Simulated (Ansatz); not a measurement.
An input for Ansatz 0.2.0 (Mg):

File input.yaml:

```yaml
crystal:
  lattice:
    - [0.0, 2.1827383088, 2.1827383088]
    - [2.1827383088, 0.0, 2.1827383088]
    - [2.1827383088, 2.1827383088, 0.0]
  atoms:
    - { symbol: Mg, position: [0.0, 0.0, 0.0] }
hamiltonian:
  xc: r2scan50
  pseudopotentials: { kind: paw, accuracy: standard }
  dispersion: d3bjatm
kpoints:
  mp_grid: { grid: [10, 10, 10], shift: [0.5, 0.5, 0.5] }
scf:
  occupations: { method: tetrahedron }
output:
  forces: true
  stress: true
```

Potentials or basis: SSSP efficiency PAW.

Launch:

```bash
$ ansatz run input.yaml --threads 1 --pin off --max-ram 2560MiB --backend cpu --events-out ev --progress --plain --runs-dir out
```

**Question.** How does this run end?

**Answer.** The run stopped without a result. It printed:

Output:

```text
Error: 2 input errors — fix all and re-run
```
